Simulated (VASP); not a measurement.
# InSe (C2/m) in VASP: further runs

Runs on InSe. Level: LDA. Tasks: equation of state.

All numbers are computed with VASP 6.6.1; they aren't measurements. Logs are shortened: lines on timing, memory, paths and dates and some standing lists are left out, and cuts for length are marked.

## (1) The structure

Symmetry: C2/m, No. 12, monoclinic system. Conventional cell: a = 11.695 Å, b = 4.087 Å, c = 4.423 Å, α = 90.00°, β = 110.65°, γ = 90.00°. Around In (site symmetry m) lie 3 Se at 2.65 to 2.69 Å and 1 In at 2.76 Å. Se (site symmetry m) has 3 In at 2.65 to 2.69 Å as nearest neighbours.

The cell comes from a database or a generator and needn't be the stable form of this composition.

## (2) Equation of state, LDA, 23.74 Å³/atom (a relaxed cell with its volume scaled by 0.96)

Input file INCAR:

```
SYSTEM = InSe
PREC = Accurate
ENCUT = 520
EDIFF = 1E-7
ISMEAR = 0
SIGMA = 0.02
LREAL = .FALSE.
LASPH = .TRUE.
NELM = 80
ALGO = Fast
ISIF = 2
LWAVE = .FALSE.
LCHARG = .FALSE.
KPAR = 2
```

Input file KPOINTS:

```
regular mesh
0
G
  6 6 6
  0 0 0
```

Input file POSCAR:

```
InSe                                    
1.0
    5.7672555668     -2.0158111688      0.1131515091
    5.7672555668      2.0158111688      0.1131515091
   -1.6185131935      0.0000000000      4.0520088967
  In              Se            
     2     2
Direct
     0.8847929446746980    0.8847929446746980    0.0184235229763405
     0.1152070553253019    0.1152070553253019    0.9815764770236597
     0.6522697134091530    0.6522697134091530    0.6327415291019656
     0.3477302865908468    0.3477302865908468    0.3672584708980339
```

Potentials or basis: VASP PAW LDA potentials, release 64 (In_d, Se).

Started as:

```
cat potpaw_LDA.64/In_d/POTCAR potpaw_LDA.64/Se/POTCAR > POTCAR
mpirun -np 2 vasp_std > vasp.out
```

OUTCAR:

```text
SYSTEM = InSe
   PREC = Accurate
   ENCUT = 520
   EDIFF = 1E-7
   ISMEAR = 0
   LREAL = .FALSE.
   LASPH = .TRUE.
   NELM = 80
   ISIF = 2

 ion  position               nearest neighbor table
   1  0.885  0.885  0.018-   3 2.62   4 2.65   4 2.65   2 2.72   4 3.39   4 3.39   2 3.66   2 3.66

   2  0.115  0.115  0.982-   4 2.62   3 2.65   3 2.65   1 2.72   3 3.39   3 3.39   1 3.66   1 3.66

   3  0.652  0.652  0.633-   1 2.62   2 2.65   2 2.65   2 3.39   2 3.39
   4  0.348  0.348  0.367-   2 2.62   1 2.65   1 2.65   1 3.39   1 3.39

  LATTYP: Found a base centered monoclinic cell.
 ALAT       =    11.5367309125
 B/A-ratio  =     0.3494596839
 C/A-ratio  =     0.3782091368
 COS(beta)  =    -0.3526503194

  Lattice vectors:

 A1 = (   5.7672555668,  -2.0158111688,   0.1131515091)
 A2 = (   5.7672555668,   2.0158111688,   0.1131515091)
 A3 = (  -1.6185131935,   0.0000000000,   4.0520088967)

Analysis of symmetry for initial positions (statically):
=====================================================================
 Subroutine PRICEL returns:
 Original cell was already a primitive cell.

 Routine SETGRP: Setting up the symmetry group for a
 base centered monoclinic supercell.

 Subroutine GETGRP returns: Found  4 space group operations
 (whereof  4 operations were pure point group operations)
 out of a pool of  4 trial point group operations.

The static configuration has the point symmetry C_2h.

Analysis of symmetry for dynamics (positions and initial velocities):
=====================================================================
 Subroutine PRICEL returns:
 Original cell was already a primitive cell.

 Routine SETGRP: Setting up the symmetry group for a
 base centered monoclinic supercell.

 Subroutine GETGRP returns: Found  4 space group operations
 (whereof  4 operations were pure point group operations)
 out of a pool of  4 trial point group operations.

The dynamic configuration has the point symmetry C_2h.

 Subroutine INISYM returns: Found  4 space group operations
 (whereof  4 operations are pure point group operations),
 and found     1 'primitive' translations

----------------------------------------------------------------------------------------

                                     Primitive cell

[... 93 lines left out ...]
   NELM   =     80;   NELMIN=  2; NELMDL= -5     # of ELM steps
   EDIFF  = 0.1E-06   stopping-criterion for ELM
   LREAL  =      F    real-space projection
   EDIFFG = 0.1E-05   stopping-criterion for IOM
   NSW    =      0    number of steps for IOM
   IBRION =     -1    ionic relax: 0-MD 1-quasi-New 2-CG
   NFREE  =      0    steps in history (QN), initial steepest desc. (CG)
   ISIF   =      2    stress and relaxation
   ISYM   =      2    0-nonsym 1-usesym 2-fastsym
   POTIM  = 0.5000    time-step for ionic-motion
   TEBEG  =    0.0;   TEEND  =   0.0 temperature during run
   PSTRESS=    0.0 pullay stress
   NELECT =      38.0000    total number of electrons
   NUPDOWN=      -1.0000    fix difference up-down
   EMIN   =  10.00;   EMAX   =-10.00  energy-range for DOS
   EFERMI =   0.00;   METHOD = LEGACY
   ISMEAR =     0;   SIGMA  =   0.02  broadening in eV -4-tet -1-fermi 0-gaus
   EFERMI_NEDOS =   21; number of points for ismear=-14 and -15
   IALGO  =     68    algorithm
   IMIX   =      4    mixing-type and parameters
     AMIX     =   0.40;   BMIX     =  1.00
     AMIX_MAG =   1.60;   BMIX_MAG =  1.00
  volume/ion in A,a.u.               =      23.74       160.19
  Fermi-wavevector in a.u.,A,eV,Ry     =   1.206423  2.279808 19.802676  1.455456
  Thomas-Fermi vector in A             =   2.342090
   LORBIT       =      0    0 simple, 1 ext, 2 COOP (PROOUT), +10 PAW based schemes
   GGA     = CA    functional components
   LHFCALC =     F    Hartree Fock is set to
   AEXX    =    0.0000 exact exchange contribution
   IVDW    =     0    specifies the selected vdW correction
   LEPSILON=     F    determine dielectric tensor
   LRPA    =     F    only Hartree local field effects (RPA)
 non-spin polarized calculation
 RMM-DIIS sequential band-by-band and
 Gauss-broadening in eV      SIGMA  =   0.02
  energy-cutoff  :      520.00
  volume of cell :       94.95
 maximum number of plane-waves:      2580
 NGX is ok and might be reduce to    48
   NGX = 23   NGY = 23   NGZ = 17

 number of electron      38.0000001 magnetization

 Free energy of the ion-electron system (eV)
  ---------------------------------------------------
  ext. energy  EPLUGINS =         0.00000000
  ---------------------------------------------------
  free energy    TOTEN  =       -16.61914390 eV

  energy without entropy =      -16.61914390  energy(sigma->0) =      -16.61914390

 E-fermi :   6.0235     XC(G=0): -10.3357

 val. band max:        5.9233678375   @ k =  -0.3333  -0.3333   0.3333
 cond. band min:       6.6142897703   @ k =   0.3333   0.3333   0.0000
 fundamental gap:      0.6909219328
 Fermi energy:         6.0234980588

 k-point     1 :       0.0000    0.0000    0.0000
  band No.  band energies     occupation
      1      -8.9729      2.00000
      2      -8.8382      2.00000
      3      -8.5424      2.00000
      4      -8.5315      2.00000
      5      -8.4852      2.00000
      6      -8.4781      2.00000
[... 613 lines left out ...]
     22       9.6460      0.00000
     23      10.1952      0.00000

 [... further k-points ...]

------------------------ aborting loop because EDIFF is reached ----------------------------------------

  FORCE on cell =-STRESS in cart. coord.  units (eV):
  Direction    XX          YY          ZZ          XY          YZ          ZX
  --------------------------------------------------------------------------------------
  -------------------------------------------------------------------------------------
  Total        1.9726372      1.7587041      1.5131122      0.0000000      0.0000000      0.0881124
  in kB       33.2849697     29.6752059     25.5312498      0.0000000      0.0000000      1.4867501
  external PRESSURE =      29.4971418 kB  Pullay stress =       0.0000000 kB

 VOLUME and BASIS-vectors are now :
 -----------------------------------------------------------------------------
  energy-cutoff  :      520.00
  volume of cell :       94.95
      direct lattice vectors                 reciprocal lattice vectors
     5.767255567 -2.015811169  0.113151509     0.086022213 -0.248039106  0.034360262
     5.767255567  2.015811169  0.113151509     0.086022213  0.248039106  0.034360262
    -1.618513193  0.000000000  4.052008897    -0.004804305  0.000000000  0.244872160

 POSITION                                       TOTAL-FORCE (eV/Angst)
 -----------------------------------------------------------------------------------
     10.17584      0.00000      0.27488         0.161576      0.000000     -0.051266
     -0.25984      0.00000      4.00343        -0.161576      0.000000      0.051266
      6.49951      0.00000      2.71148        -0.001669      0.000000     -0.281226
      3.41649      0.00000      1.56683         0.001669      0.000000      0.281226
 -----------------------------------------------------------------------------------
    total drift:                               -0.000000     -0.000000      0.000000

  FREE ENERGIE OF THE ION-ELECTRON SYSTEM (eV)
  ---------------------------------------------------
  free  energy   TOTEN  =       -16.6191439003 eV

  energy  without entropy=      -16.6191439003  energy(sigma->0) =      -16.61914390
```

stdout:

```text
POSCAR found type information on POSCAR InSe
 POSCAR found :  2 types and       4 ions
 scaLAPACK will be used
 LDA part: xc-table for (Slater(with rela. corr.)+CA(PZ))
 , standard interpolation
 POSCAR, INCAR and KPOINTS ok, starting setup
 FFT: planning ... GRIDC
 FFT: planning ... GRID_SOFT
 FFT: planning ... GRID
 WAVECAR not read
 entering main loop
```

It took 84 s on 2 MPI ranks of Intel Xeon 6975P-C (Granite Rapids), shared host; peak memory 0.28 GiB.

What came out:

- Free energy: -16.6191 eV
- Pressure: 2.9 GPa
- Largest force: 0.281 eV/Å
- Band gap on the k mesh: 0.69 eV, indirect (least direct gap 1.01 eV)

Caveat: spin-orbit coupling is left out, which moves the levels of the heavy elements.

## (3) Equation of state, LDA, 24.23 Å³/atom (a relaxed cell with its volume scaled by 0.98)

INCAR is that of step 2.

KPOINTS is that of step 2.

POSCAR: that of step 2 with these lines changed.

```diff
@@ -2,5 +2,5 @@
 1.0
-    5.7672555668     -2.0158111688      0.1131515091
-    5.7672555668      2.0158111688      0.1131515091
-   -1.6185131935      0.0000000000      4.0520088967
+    5.8070310000     -2.0297137541      0.1139318890
+    5.8070310000      2.0297137541      0.1139318890
+   -1.6296757062      0.0000000000      4.0799546687
   In              Se
```

Potentials or basis: VASP PAW LDA potentials, release 64 (In_d, Se).

Started as:

```
cat potpaw_LDA.64/In_d/POTCAR potpaw_LDA.64/Se/POTCAR > POTCAR
mpirun -np 2 vasp_std > vasp.out
```

Run time: 1.7 min. Hardware: 2 MPI ranks of Intel Xeon 6975P-C (Granite Rapids), shared host; peak memory 0.3 GiB.

The run converged. Its results:

```yaml
Free_energy: -16.6462 eV
Pressure: 1.4 GPa
Largest_force: 0.135 eV/Å
Band_gap_on_the_k_mesh: 0.66 eV, indirect (least direct gap 0.99 eV)
```

Caveat: spin-orbit coupling is left out, which moves the levels of the heavy elements.

## (4) Equation of state, LDA, 24.73 Å³/atom

INCAR is that of step 3.

KPOINTS is that of step 3.

POSCAR: that of step 3 with these lines changed.

```diff
@@ -2,5 +2,5 @@
 1.0
-    5.8070310000     -2.0297137541      0.1139318890
-    5.8070310000      2.0297137541      0.1139318890
-   -1.6296757062      0.0000000000      4.0799546687
+    5.8462688862     -2.0434284522      0.1147017224
+    5.8462688862      2.0434284522      0.1147017224
+   -1.6406873626      0.0000000000      4.1075227663
   In              Se
```

Started as:

```
cat potpaw_LDA.64/In_d/POTCAR potpaw_LDA.64/Se/POTCAR > POTCAR
mpirun -np 2 vasp_std > vasp.out
```

It took 98 s on 2 MPI ranks of Intel Xeon 6975P-C (Granite Rapids), shared host; peak memory 0.3 GiB.

Results (log left out):

```yaml
Free_energy: -16.6549 eV
Pressure: 0.0 GPa
Largest_force: 0.018 eV/Å
Band_gap_on_the_k_mesh: 0.64 eV, indirect (least direct gap 0.97 eV)
```

Caveat: spin-orbit coupling is left out, which moves the levels of the heavy elements.

## (5) Equation of state, LDA, 25.22 Å³/atom (a relaxed cell with its volume scaled by 1.02)

INCAR is that of step 4.

KPOINTS is that of step 4.

POSCAR: that of step 4 with these lines changed.

```diff
@@ -2,5 +2,5 @@
 1.0
-    5.8462688862     -2.0434284522      0.1147017224
-    5.8462688862      2.0434284522      0.1147017224
-   -1.6406873626      0.0000000000      4.1075227663
+    5.8849870270     -2.0569614854      0.1154613586
+    5.8849870270      2.0569614854      0.1154613586
+   -1.6515531585      0.0000000000      4.1347256966
   In              Se
```

Started as:

```
cat potpaw_LDA.64/In_d/POTCAR potpaw_LDA.64/Se/POTCAR > POTCAR
mpirun -np 2 vasp_std > vasp.out
```

Wall time 89 s (2 MPI ranks of Intel Xeon 6975P-C (Granite Rapids), shared host); peak memory 0.3 GiB.

Results (log left out):

* Free energy: -16.6472 eV
* Pressure: -1.3 GPa
* Largest force: 0.125 eV/Å
* Band gap on the k mesh: 0.61 eV, indirect (least direct gap 0.95 eV)

Caveat: spin-orbit coupling is left out, which moves the levels of the heavy elements.

## (6) Equation of state, LDA, 25.72 Å³/atom (a relaxed cell with its volume scaled by 1.04)

INCAR is that of step 5.

KPOINTS is that of step 5.

POSCAR: that of step 5 with these lines changed.

```diff
@@ -2,5 +2,5 @@
 1.0
-    5.8849870270     -2.0569614854      0.1154613586
-    5.8849870270      2.0569614854      0.1154613586
-   -1.6515531585      0.0000000000      4.1347256966
+    5.9232022993     -2.0703187524      0.1162111287
+    5.9232022993      2.0703187524      0.1162111287
+   -1.6622778301      0.0000000000      4.1615753170
   In              Se
```

Potentials or basis: VASP PAW LDA potentials, release 64 (In_d, Se).

Started as:

```
cat potpaw_LDA.64/In_d/POTCAR potpaw_LDA.64/Se/POTCAR > POTCAR
mpirun -np 2 vasp_std > vasp.out
```

Run time: 69 s. Hardware: 2 MPI ranks of Intel Xeon 6975P-C (Granite Rapids), shared host; peak memory 0.3 GiB.

Results (log left out):

```
Free energy            : -16.6251 eV
Pressure               : -2.4 GPa
Largest force          : 0.239 eV/Å
Band gap on the k mesh : 0.59 eV, indirect (least direct gap 0.93 eV)
```

Caveat: spin-orbit coupling is left out, which moves the levels of the heavy elements.

## (7) Equation of state, LDA

No new run: the results of the series are fitted here.

What came out:

```yaml
Equilibrium_volume: 24.73 Å³/atom
Bulk_modulus_at_fixed_shape_and_positions: 66 GPa
Pressure_derivative_of_the_bulk_modulus: "4.8 (rough: it moves with the points fitted)"
```

Energy against volume, from the lowest point:
```tsv
volume (Å³/atom)	energy (meV/atom)
23.738	8.93
24.233	2.17
24.727	0.00
25.222	1.91
25.716	7.45
```

Caveat: the cell was scaled at fixed shape and fractional positions, which overstates the stiffness of a crystal with free parameters, most of all of layers and chains.
